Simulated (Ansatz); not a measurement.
Runs of Ansatz 0.2.0 on ZrS2. Symmetry: P-3m1, No. 164, trigonal system. Conventional cell: a = 3.691 Å, b = 3.691 Å, c = 6.041 Å, α = 90.00°, β = 90.00°, γ = 120.00°. Zr (site symmetry -3m) is surrounded by 6 S at 2.57 Å. S (site symmetry 3m) has 3 Zr at 2.57 Å as nearest neighbours. The cell is a database's computed one.

```tsv
task	level	potentials or basis	cell	cutoff (eV)	points for each segment of the path	gap on the mesh (eV)	pressure (GPa)	V0 of scaled cells (Å³/atom)	relaxed volume (Å³/atom)	B0 (GPa)
band structure	revPBE	Ansatz PAW	as given	420	14	1.10	2.0	-	-	-
equation of state	r2SCAN+D3(BJ)	Ansatz PAW	as given	500	-	-	-	23.49	-	96
relaxation of cell and atoms	PBEsol+D4	Ansatz PAW	relaxed	420	-	0.57	0.0	-	21.32	-
relaxation of cell and atoms	PBE+D3(BJ)	Ansatz PAW	relaxed	420	-	(b)	0.0	-	21.82	-
equation of state	LDA	PseudoDojo LDA	as given	952	-	-	-	(c)	-	99
relaxation of cell and atoms	rPW86-PBE	Ansatz PAW	relaxed	420	-	(a)	0.0	-	26.12	-
equation of state	PBE	Ansatz PAW large core	as given	420	-	-	-	23.89	-	88
```

Alike in all rows: no spin polarisation; k mesh 8 × 8 × 5; smearing fermi-dirac 0.05 eV.

Question: Fill in the values left out.

Answer: (a) 1.26; (b) 0.70; (c) 22.60.

Caveats: the PAW data sets come from PBE, with cores solved anew for the run's functional, which leaves a small shift of forces and pressure (some runs); the cell was scaled at fixed shape and fractional positions, which overstates the stiffness of a crystal with free parameters, most of all of layers and chains (some runs); odd divisions of the mesh miss points on the zone boundary, where band edges often lie, so the gap on the mesh can be too wide (some runs); the plane-wave basis is chosen anew once the cell has moved, so the energies of steps on either side of that aren't comparable (some runs); this functional lacks dispersion, which binds the layers, so the pressure and a relaxed spacing across them are unreliable (some runs); the PAW data sets were made with another functional, which shifts forces and pressure a little (some runs); this set keeps more shells in the core, which shifts pressures and gaps (some runs).

A k mesh can miss the band edges, and the runs leave out spin-orbit coupling on Zr.
